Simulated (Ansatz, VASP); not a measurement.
## Au in VASP and in Ansatz

```
Au
1.0
     2.92871    0.00000    0.00000
    -1.46436    2.53634    0.00000
     0.00000    0.00000    4.92832
Au
2
Direct
  0.33333 0.66667 0.75000
  0.66667 0.33333 0.25000
```

Change from the starting cell: volume scaled by 1.03, PAW files.

Alike in both runs: task electric field gradients; functional PBEsol; k mesh 14 × 14 × 8; occupations fermi-dirac, width 0.03 eV; no spin polarisation.

```csv
,VASP,Ansatz
version,VASP 6.6.1,Ansatz 0.2.0
potentials or method,"VASP PAW PBE potentials, release 64 (Au)","PAW with Ansatz's default frozen-core files, scalar-relativistic"
plane-wave cutoff (eV),520,420
valence electrons in the cell,22,38
```

VASP gave:

- pressure (GPa): -10.1
- Vzz of the field gradient on the site that differs most (V/Å²): 19.6

Estimate Ansatz's values.

pressure (GPa): -9.9; Vzz of the field gradient on the site that differs most (V/Å²): 8.3.

The two sets of potentials don't hold the same shells in valence. Ansatz warned: «gradients_without_spin_orbit».

Caveats: the PAW data sets were made with another functional, which shifts forces and pressure a little (VASP). The runs have no spin-orbit coupling, so splittings on Au are missing.
